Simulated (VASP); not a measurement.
# GaP: on-the-fly training of a machine-learned force field

GaP, F-43m (no. 216), 64 atoms in the cell. PBEsol, machine-learned force field (on-the-fly training); PAW potentials Ga, P (PBE set).

Atoms in the training cell: 64; Target temperature (K): 700; Ensemble of the training: NpT, Langevin, temperature ramp.

## Input

INCAR:
```
SYSTEM = GaP
PREC     = Normal         ! precision mode
ENCUT    = 340            ! plane-wave cutoff, eV
EDIFF    = 1E-6           ! SCF threshold, eV
ISMEAR   = 0              ! smearing method
SIGMA    = 0.05           ! smearing width, eV
ALGO     = Normal         ! electronic algorithm
LREAL    = Auto         
LASPH    = .TRUE.         ! aspherical terms in the spheres
NELM     = 80             ! most SCF steps
NELMIN   = 4            
LWAVE    = .FALSE.        ! write WAVECAR
LCHARG   = .FALSE.        ! write CHGCAR
GGA      = PS             ! functional
NCORE    = 4            
IBRION   = 0              ! ionic algorithm
NSW      = 4500           ! ionic steps
POTIM    = 2              ! step
TEBEG    = 210          
TEEND    = 910          
ISYM     = 0            
MDALGO   = 3            
LANGEVIN_GAMMA= 10 10        
ISIF     = 3              ! what is computed and relaxed
RANDOM_SEED= 192028 0 0   
LANGEVIN_GAMMA_L= 5            
PMASS    = 100          
ML_LMLFF = .TRUE.       
ML_MODE  = train        
NWRITE   = 0            
ML_MCONF = 600          
ML_MB    = 1200          
```

KPOINTS:
```
k-points
0
Gamma
  1 1 1
```

POSCAR:
```
GaP
1.0
   10.901000000000      0.000000000000      0.000000000000
    0.000000000000     10.901000000000      0.000000000000
    0.000000000000      0.000000000000     10.901000000000
Ga P
32 32
Direct
    0.495586103521     -0.007289380767     -0.001367002782
    0.752314165149      0.256252893491      0.000603833039
    0.746958183723     -0.004319495580      0.254121158265
    0.008997980238      0.001501341762     -0.006788342339
    0.244725629545      0.258806636578      0.001116681628
    0.490466187456      0.499539329275     -0.006402491368
    0.746536346606      0.747313975837     -0.003926135428
    0.253045840585     -0.000347230375      0.246755721908
    0.502254680267      0.254567591819      0.240956664317
    0.748586936283      0.494601885940      0.249046939410
    0.492902933235      0.000113881629      0.499791473767
    0.748324900004      0.244232126382      0.497819335856
    0.743993236024     -0.007459180330      0.751237239148
   -0.006105953240      0.506441405933      0.003944157357
    0.239003852716      0.751497819665     -0.006063938873
    0.000181949657      0.250240154073      0.239055519008
    0.248715223243      0.498592110643      0.255294929998
    0.493497219661      0.754062243269      0.243951163583
   -0.001823452304     -0.004626033401      0.507973936092
    0.253127491605      0.263384455570      0.503533160512
    0.504650909460      0.504627187650      0.496661160246
    0.749614557674      0.757432651322      0.497817351994
    0.251039168138     -0.000116815671      0.753353177651
    0.497991512291      0.249161387641      0.751334087306
    0.750567047822      0.495239118909      0.754930463498
   -0.007146947298      0.743388961295      0.242941059748
    0.005322294903      0.498015181898      0.494655335959
    0.243747244872      0.752317940395      0.494194070291
   -0.007001623026      0.253379468283      0.743413222307
    0.248225273916      0.499962783926      0.747548837536
    0.499702262389      0.757368719378      0.747154972098
   -0.006931330110      0.739890400669      0.748872950462
    0.873061148461      0.376459082141      0.372444759609
    0.122365534558      0.621029818836      0.372139199492
    0.125881900961      0.372906507327      0.625552840214
    0.385464290616      0.377637105683      0.366325071945
    0.634541489325      0.626914376864      0.369818383893
    0.879992472017      0.875097177934      0.371613786627
    0.121513114804      0.119532069772      0.375264850843
    0.630882854933      0.373210886531      0.627316250574
    0.885323710047      0.618314793324      0.626417424038
    0.123313345967      0.869169767362      0.619353652696
    0.874915869316      0.377388019876      0.872074085933
    0.125299370027      0.628975095795      0.876632297479
    0.129781232124      0.377539559351      0.127686023350
    0.385053944032      0.878429989214      0.375712619754
    0.628907589047      0.119941067743      0.373141245102
    0.379365952780      0.628471901844      0.633522310013
    0.625057644412      0.866951227647      0.635717807160
    0.881015371859      0.119172622143      0.632572646564
    0.375178347668      0.365015986956      0.872686337466
    0.622198951469      0.633756159033      0.870640388797
    0.873604069313      0.873476685771      0.872914102763
    0.119968861236      0.126205872355      0.880926821281
    0.628434424279      0.369894968630      0.118671319564
    0.875654840218      0.621110924703      0.121531516473
    0.115754822977      0.885735666101      0.130045147156
    0.369639533996      0.129998863958      0.632389159375
    0.361847701956      0.871978562780      0.872864563518
    0.628568045888      0.124331444332      0.873731686987
    0.374678719077      0.635200857029      0.136888710044
    0.622111312153      0.869901876929      0.139820033836
    0.869607405009      0.121843948163      0.125201347634
    0.377659827048      0.130663896245      0.127151970764
```

Commands:
```
cat potpaw_PBE.64/Ga/POTCAR potpaw_PBE.64/P/POTCAR > POTCAR
# POSCAR: the crystal's sites, moved at random by about 0.06 A along each axis
mpirun -np 8 vasp_gam > vasp.out
cp ML_ABN ../ML_AB.train
cp ML_FFN ../ML_FF.train
```

## Result

- MD steps with a DFT calculation: 184
- MD steps: 4500
- Force error on the training data while learning (meV/Å): 20.6
- Energy error on the training data while learning (meV/atom): 0.258
- Last threshold of the force error (eV/Å): 0.0128

Errors on the training data as learning went on:

| MD step | Energy (meV/atom) | Forces (meV/Å) | Stress (kbar) |
|---|---|---|---|
| 1 | 0.248 | 30.1 | 90.17 |
| 5 | 0.039 | 25.1 | 0.03 |
| 8 | 0.066 | 19.6 | 0.06 |
| 12 | 0.095 | 16.5 | 0.09 |
| 276 | 0.143 | 15.5 | 0.22 |
| 678 | 0.151 | 16.4 | 0.22 |
| 1142 | 0.166 | 17.3 | 0.27 |
| 1514 | 0.175 | 17.0 | 0.28 |
| 2097 | 0.187 | 16.5 | 0.26 |
| 2464 | 0.174 | 16.8 | 0.26 |
| 3383 | 0.181 | 17.5 | 0.27 |
| 3862 | 0.229 | 18.5 | 0.29 |
| 4148 | 0.236 | 19.5 | 0.32 |
| 4483 | 0.258 | 20.6 | 0.33 |

DFT calculations in each fifth of the run: 55, 39, 24, 25, 41.

ML_LOGFILE:
```
ML_LOGFILE 0.2.5

* MEMORY INFORMATION ********************

Estimated memory consumption for ML force field generation (MB):

Persistent allocations for force field  :    402.4
|
|-- CMAT for basis  :     30.6
|-- SINV for basis  :      7.6
|-- FMAT for basis  :    336.3
|-- DESC for basis  :      3.3
|-- DESC product matrix  :      3.9

Persistent allocations for ab initio data     :      3.3
|
|-- Ab initio data  :      3.1
|-- Ab initio data (new)  :      0.1

Temporary allocations for sparsification  :    170.2
|
|-- SVD matrices  :    170.1

Other temporary allocations  :     23.2
|
|-- Descriptors  :      4.5
|-- Regression  :     13.5
|-- Prediction  :      5.3

Total memory consumption  :    606.4

********************

* MACHINE LEARNING SETTINGS ********************

General settings
------------------------------------------------------------
Machine learning operation mode in strings (supertag)  :         train (I) ML_MODE
Machine learning operation mode  :             0     ML_ISTART
Machine learning force field type  :        kernel     ML_TYPE
Controls the verbosity of the output at each MD step when machine learning is used  :             1     ML_OUTPUT_MODE
[... 444 lines left out ...]

Program part                                         system clock (sec)       cpu time (sec)
---------------------------------------------------|--------------------|-------------------
Setup (file I/O, parameters,...)                   |              0.547 |              0.533
Descriptor and design matrix                       |             71.169 |             69.797
Sparsification of configurations                   |              6.834 |              6.714
Regression                                         |             10.631 |             10.483
Prediction                                         |            166.577 |            162.293
---------------------------------------------------|--------------------|-------------------
TOTAL                                              |            255.758 |            249.819

********************
```

Limits: These errors are on the data that the field was fitted to, not on fresh structures.

VASP 6.6.1 took 2626 s on 8 cores (Intel Xeon Platinum 8488C (Sapphire Rapids)), a shared host.
